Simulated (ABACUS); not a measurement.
# WS2 (Tungstenite) (P6_3/mmc) in ABACUS: single point with r2SCAN

Aim: the single point of WS2 (Tungstenite) with r2SCAN.

Program: ABACUS 3.10.1. These are calculated values, not measurements. Logs are shortened: lines on timing, memory, paths and dates and some standing lists are left out, and cuts for length are marked.

## 1. The crystal as given

Symmetry: P6_3/mmc, No. 194, hexagonal system. The conventional cell has a = 3.180 Å, b = 3.180 Å, c = 12.500 Å, α = 90.00°, β = 90.00°, γ = 120.00°. Around W (site symmetry -6m2) lie 6 S at 2.41 Å. S (site symmetry 3m) is surrounded by 3 W at 2.41 Å.

## 2. Single point, r2SCAN

The input, run_abacus.py:

```python
"""ABACUS run from a structure file: ASE reads it, the script writes STRU, KPT and INPUT."""
import re
import subprocess
import spglib
from ase import Atoms
from ase.io import read
from ase.units import Bohr

atoms = read("WS2.cif")
cell, frac, numbers = spglib.standardize_cell((atoms.cell[:], atoms.get_scaled_positions(), atoms.numbers), to_primitive=True, symprec=1e-4)
atoms = Atoms(numbers=numbers, cell=cell, scaled_positions=frac, pbc=True)  # the primitive cell
atoms = atoms[(-atoms.numbers).argsort(kind="stable")]  # ABACUS lists atoms element by element
pseudo = {'W': 'W_ONCV_PBE-1.2.upf', 'S': 'S_ONCV_PBE-1.2.upf'}
orbital = {}
magmoms = None
kmesh = [6, 6, 2]
params = {
    'suffix': 'WS2',
    'calculation': 'scf',
    'basis_type': 'pw',
    'pseudo_dir': './',
    'symmetry': 1,
    'dft_functional': 'MGGA_X_R2SCAN+MGGA_C_R2SCAN',
    'ecutwfc': 86,
    'pseudo_rcut': 7,
    'nspin': 1,
    'nbands': 54,
    'ks_solver': 'dav',
    'smearing_method': 'fd',
    'smearing_sigma': 0.00367493,
    'scf_thr': 1e-08,
    'scf_nmax': 100,
    'mixing_type': 'broyden',
    'mixing_beta': 0.7,
    'cal_force': 1,
    'cal_stress': 1,
    'mixing_tau': 1,
    'out_chg': 1,
    'kpar': 4,
}

symbols = atoms.get_chemical_symbols()
elements = list(dict.fromkeys(symbols))
lines = ["ATOMIC_SPECIES"] + [f"{e} {atoms.get_masses()[symbols.index(e)]:.4f} {pseudo[e]}" for e in elements]
if orbital:
    lines += ["", "NUMERICAL_ORBITAL"] + [orbital[e] for e in elements]
lines += ["", "LATTICE_CONSTANT", f"{1 / Bohr:.10f}", "", "LATTICE_VECTORS"]
lines += [" ".join(f"{x:.10f}" for x in v) for v in atoms.cell]
lines += ["", "ATOMIC_POSITIONS", "Direct"]
for e in elements:
    lines += ["", e, "0.0", str(symbols.count(e))]
    for i, p in enumerate(atoms.get_scaled_positions(wrap=False)):
        if symbols[i] == e:
            mag = "" if magmoms is None else " mag " + " ".join(str(x) for x in (magmoms[i] if isinstance(magmoms[i], list) else [magmoms[i]]))
            lines.append(" ".join(f"{x:.10f}" for x in p) + " 1 1 1" + mag)
open("STRU", "w").write("\n".join(lines) + "\n")
open("KPT", "w").write("K_POINTS\n0\nGamma\n%d %d %d 0 0 0\n" % tuple(kmesh))
open("INPUT", "w").write("INPUT_PARAMETERS\n" + "".join(f"{k:<20s}{v}\n" for k, v in params.items()))

done = subprocess.run(['mpirun', '-np', '4', 'abacus'])
if done.returncode:
    raise SystemExit(done.returncode)
log = open("OUT.WS2/running_scf.log").read()
print("final energy (eV):", re.findall(r"FINAL_ETOT_IS (\S+)", log))
```

The input, WS2.cif:

```cif
data_WS2
_cell_length_a 3.18000000
_cell_length_b 3.18000000
_cell_length_c 12.50000000
_cell_angle_alpha 90.00000000
_cell_angle_beta 90.00000000
_cell_angle_gamma 120.00000000
_space_group_name_H-M_alt 'P6_3/mmc'
_space_group_name_Hall '-P 6c 2c'
_space_group_IT_number 194
loop_
_space_group_symop_operation_xyz
'x,y,z'
'-x,-y,-z'
'x-y,x,z+1/2'
'-x+y,-x,-z+1/2'
'-y,x-y,z'
'y,-x+y,-z'
'-x,-y,z+1/2'
'x,y,-z+1/2'
'-x+y,-x,z'
'x-y,x,-z'
'y,-x+y,z+1/2'
'-y,x-y,-z+1/2'
'-y,-x,-z+1/2'
'y,x,z+1/2'
'-x,-x+y,-z'
'x,x-y,z'
'-x+y,y,-z+1/2'
'x-y,-y,z+1/2'
'y,x,-z'
'-y,-x,z'
'x,x-y,-z+1/2'
'-x,-x+y,z+1/2'
'x-y,-y,-z'
'-x+y,y,z'
loop_
_atom_site_label
_atom_site_type_symbol
_atom_site_symmetry_multiplicity
_atom_site_Wyckoff_symbol
_atom_site_fract_x
_atom_site_fract_y
_atom_site_fract_z
_atom_site_occupancy
W1 W 2 c 0.6666666667 0.3333333333 0.7500000000 1
S1 S 4 f 0.6666666667 0.3333333333 0.3750000000 1
```

Potentials or basis: SG15 ONCV 1.2 PBE, plane waves.

Launch:

```sh
> OMP_NUM_THREADS=1 python run_abacus.py > log
```

running log:

```text
ABACUS v3.10.1

               Atomic-orbital Based Ab-initio Computation at UStc

 ------------------------------------------------------------------------------------

 READING GENERAL INFORMATION
                           global_out_dir = OUT.WS2/
                           global_in_card = INPUT
                               pseudo_dir = ./
                              orbital_dir =
                                    DSIZE = 4
                                    GSIZE = 1

 READING UNITCELL INFORMATION
                                    ntype = 2
                  lattice constant (Bohr) = 1.88973
              lattice constant (Angstrom) = 1

 READING ATOM TYPE 1
                               atom label = W
                      L=0, number of zeta = 1
                      L=1, number of zeta = 1
                      L=2, number of zeta = 1
             number of atom for this type = 2

 READING ATOM TYPE 2
                               atom label = S
                      L=0, number of zeta = 1
                      L=1, number of zeta = 1
                      L=2, number of zeta = 1
             number of atom for this type = 4

                        TOTAL ATOM NUMBER = 6
DIRECT COORDINATES
    atom                   x                   y                   z     mag                  vx                  vy                  vz
taud_W1            0.6666666667        0.3333333333        0.7500000000  0.0000        0.0000000000        0.0000000000        0.0000000000
taud_W2            0.3333333333        0.6666666667        0.2500000000  0.0000        0.0000000000        0.0000000000        0.0000000000
taud_S1            0.6666666667        0.3333333333        0.3750000000  0.0000        0.0000000000        0.0000000000        0.0000000000
taud_S2            0.3333333333        0.6666666667        0.6250000000  0.0000        0.0000000000        0.0000000000        0.0000000000
taud_S3            0.3333333333        0.6666666667        0.8750000000  0.0000        0.0000000000        0.0000000000        0.0000000000
taud_S4            0.6666666667        0.3333333333        0.1250000000  0.0000        0.0000000000        0.0000000000        0.0000000000

                          Volume (Bohr^3) = 738.74
                             Volume (A^3) = 109.47

 Lattice vectors: (Cartesian coordinate: in unit of a_0)
                +3.18                  +0                  +0
                -1.59            +2.75396                  +0
                   +0                  +0               +12.5
 Reciprocal vectors: (Cartesian coordinate: in unit of 2 pi/a_0)
            +0.314465           +0.181557                  -0
                   -0           +0.363113                  -0
                   +0                  -0               +0.08
 The esolver type has been set to : ksdft_pw

                PAO radial cut off (Bohr) = 7

 Read in pseudopotential file is W_ONCV_PBE-1.2.upf
                     pseudopotential type = NC
          exchange-correlation functional = PBE
                 nonlocal core correction = 0
                        valence electrons = 28
                                     lmax = 3
                           number of zeta = 0
                     number of projectors = 8
                           L of projector = 0
                           L of projector = 0
                           L of projector = 1
                           L of projector = 1
                           L of projector = 2
                           L of projector = 2
                           L of projector = 3
                           L of projector = 3
 XC functional updated to : MGGA_X_R2SCAN+MGGA_C_R2SCAN
          exchange-correlation functional = MGGA_X_R2SCAN+MGGA_C_R2SCAN
                PAO radial cut off (Bohr) = 7

 Read in pseudopotential file is S_ONCV_PBE-1.2.upf
                     pseudopotential type = NC
          exchange-correlation functional = PBE
                 nonlocal core correction = 0
                        valence electrons = 6
                                     lmax = 1
                           number of zeta = 0
                     number of projectors = 4
                           L of projector = 0
                           L of projector = 0
                           L of projector = 1
                           L of projector = 1
 XC functional updated to : MGGA_X_R2SCAN+MGGA_C_R2SCAN
          exchange-correlation functional = MGGA_X_R2SCAN+MGGA_C_R2SCAN
     initial pseudo atomic orbital number = 0

 SETUP THE ELECTRONS NUMBER
             electron number of element W = 28
       total electron number of element W = 56
             electron number of element S = 6
       total electron number of element S = 24
            AUTOSET number of electrons:  = 80
                           occupied bands = 40
                                   NBANDS = 54
                                   NLOCAL = 54

%%%%%%%%%%%%%%%%%%%%%%%%%%%%%%%%%%%%%%%%%%%%%%%%%%%%%%%%%%%%%%%%%%%%%%%%%%%%%%%%%%%%%%%%%%%%%%%%%%%%%%%%%%
 Warning: the number of valence electrons in pseudopotential > 6 for W: [Xe] 4f14 5d4 6s2
[... 95 lines left out ...]
K-POINTS REDUCTION ACCORDING TO SYMMETRY
     IBZ    DIRECT_X    DIRECT_Y    DIRECT_Z  WEIGHT  ibz2bz
       1  0.00000000  0.00000000  0.00000000  0.0139       0
       2 -0.16666667  0.16666667  0.00000000  0.0833       1
       3 -0.33333333  0.33333333  0.00000000  0.0833       2
       4  0.50000000  0.50000000  0.00000000  0.0417       3
       5 -0.16666667  0.33333333  0.00000000  0.0833       7
       6  0.50000000  0.33333333  0.00000000  0.1667       8
       7  0.33333333  0.33333333  0.00000000  0.0278      14
       8  0.00000000  0.00000000  0.50000000  0.0139      36
       9 -0.16666667  0.16666667  0.50000000  0.0833      37
      10 -0.33333333  0.33333333  0.50000000  0.0833      38
      11  0.50000000  0.50000000  0.50000000  0.0417      39
      12 -0.16666667  0.33333333  0.50000000  0.0833      43
      13  0.50000000  0.33333333  0.50000000  0.1667      44
      14  0.33333333  0.33333333  0.50000000  0.0278      50

                               nkstot now = 14
[... K-POINTS DIRECT COORDINATES: 14 rows ...]

           k-point number in this process = 4
       minimum distributed K point number = 3
[... stars of the k points ...]

[... K-POINTS CARTESIAN COORDINATES: 4 rows ...]

[... K-POINTS DIRECT COORDINATES: 4 rows ...]

 SETUP PLANE WAVES FOR WAVE FUNCTIONS
     energy cutoff for wavefunc (unit:Ry) = 86
              fft grid for wave functions = [ 36, 36, 144 ]
                    number of plane waves = 13637
                         number of sticks = 265

 PARALLEL PW FOR WAVE FUNCTIONS
     PROC   COLUMNS(POT)             PW
        1            265          13637
 --------------- sum -------------------
        1            265          13637

 SETUP NONLOCAL PSEUDOPOTENTIALS IN PLANE WAVE BASIS
 W non-local projectors:
 projector 1 L=0
 projector 2 L=0
 projector 3 L=1
 projector 4 L=1
 projector 5 L=2
 projector 6 L=2
 projector 7 L=3
 projector 8 L=3
 S non-local projectors:
 projector 1 L=0
 projector 2 L=0
 projector 3 L=1
 projector 4 L=1
      TOTAL NUMBER OF NONLOCAL PROJECTORS = 96

 Init Non-Local PseudoPotential table :
 Init Non-Local-Pseudopotential done.

                                     npwx = 9963

 -------------------------------------------
 SELF-CONSISTENT
 -------------------------------------------
                                 init_chg = atomic

 PW ALGORITHM --------------- ION=   1  ELEC=   1--------------------------------

 Notice: Threshold on eigenvalues was too large.
 hsover_error=0.8 > DRHO=0.202265
 Origin diag ethr = 0.01
 New diag ethr = 0.000252832

 Density error is 0.155021007415
                          Error Threshold = 0.00025283154885
----------------------------------------------------------
     Energy           Rydberg                 eV
----------------------------------------------------------
 E_KohnSham     -1167.5817197977     -15885.7642698888
 E_Harris       -1170.0410514019     -15919.2251929769
 E_Fermi        1.1035727746         15.0148778929
----------------------------------------------------------
[... 87 lines left out ...]
 Density error is 2.06376875239e-10
                          Error Threshold = 1.28617898527e-11
----------------------------------------------------------
     Energy           Rydberg                 eV
----------------------------------------------------------
 E_KohnSham     -1167.8447553318     -15889.3430519286
 E_KS(sigma->0) -1167.8447552931     -15889.3430514012
 E_Harris       -1167.8450067304     -15889.3464723817
 E_band         -45.8781316045       -624.2040034146
 E_one_elec     -955.1823015316      -12995.9219295840
 E_Hartree      524.5137806954       7136.3760969794
 E_xc           -101.3729331939      -1379.2495144108
 E_Ewald        -635.8033012241      -8650.5477038585
 E_entropy(-TS) -0.0000000775        -0.0000010548
 E_descf        0.0000000000         0.0000000000
 E_exx          0.0000000000         0.0000000000
 E_Fermi        1.1156576924         15.1793016338
----------------------------------------------------------

 charge density convergence is achieved
 final etot is -15889.343052 eV
 EFERMI = 15.179301634 eV

 STATE ENERGY(eV) AND OCCUPATIONS    NSPIN == 1
 1/4 kpoint (Cartesian) = 0.0000 0.0000 0.0000 (9963 pws)
       1       -61.8247      0.0277778
       2       -61.8247      0.0277778
       3       -25.7542      0.0277778
       4       -25.7541      0.0277778
       5       -25.5992      0.0277778
       6       -25.5992      0.0277778
[... 214 lines left out ...]
      53        22.8597    1.62155e-68
      54        23.4108    2.64693e-73

------------------------------------------------------------------------------------------
 TOTAL-FORCE (eV/Angstrom)
------------------------------------------------------------------------------------------
                        W1         0.0000000000         0.0000000000         0.0000000000
                        W2         0.0000000000         0.0000000000         0.0000000000
                        S1         0.0000000000         0.0000000000        -0.4316939966
                        S2         0.0000000000         0.0000000000         0.4316939966
                        S3         0.0000000000         0.0000000000        -0.4316939966
                        S4         0.0000000000         0.0000000000         0.4316939966
------------------------------------------------------------------------------------------

----------------------------------------------------------------
 TOTAL-STRESS (KBAR)
----------------------------------------------------------------
       -30.8518884212        -0.0000000000        -0.0000000000
         0.0000000000       -30.8518884220         0.0000000000
         0.0000000000         0.0000000000       -24.3943263702
----------------------------------------------------------------
 TOTAL-PRESSURE: -28.699368 KBAR

 --------------------------------------------
 !FINAL_ETOT_IS -15889.3430519286339404 eV
 --------------------------------------------
```

Run time: 81 s. Hardware: 4 MPI ranks of AMD EPYC 9R45 (Zen 5), shared host; peak memory 1.1 GiB.

Results:

| Property | Result |
| --- | --- |
| Free energy | -15889.3431 eV |
| Pressure | -2.9 GPa |
| Largest force | 0.432 eV/Å |
| Band gap on the k mesh | 1.14 eV, indirect (least direct gap 1.83 eV) |

Forces in eV/Å, atoms in the order of the input:
```
W    0.000  0.000  0.000
W    0.000  0.000  0.000
S    0.000  0.000 -0.432
S    0.000  0.000  0.432
S    0.000  0.000 -0.432
S    0.000  0.000  0.432
```

Levels at points of the mesh, in eV from the valence-band top:
| k point | band 37 | band 38 | band 39 | band 40 | band 41 | band 42 | band 43 | band 44 |
| --- | --- | --- | --- | --- | --- | --- | --- | --- |
| (0.00, 0.00, 0.00) | -2.35 | -1.60 | -1.09 | 0.00 | 2.36 | 2.36 | 2.37 | 2.37 |
| (0.50, 0.50, 0.00) | -2.07 | -1.90 | -1.66 | -1.51 | 2.13 | 2.17 | 2.53 | 2.74 |
| (0.00, 0.00, 0.50) | -2.37 | -2.37 | -0.31 | -0.31 | 2.36 | 2.36 | 2.36 | 2.36 |
| (0.50, 0.50, 0.50) | -1.99 | -1.99 | -1.57 | -1.57 | 2.15 | 2.15 | 2.65 | 2.65 |

Caveat: the potentials were made for another functional, which shifts forces and pressure; spin-orbit coupling is left out, which moves the levels of the heavy elements.
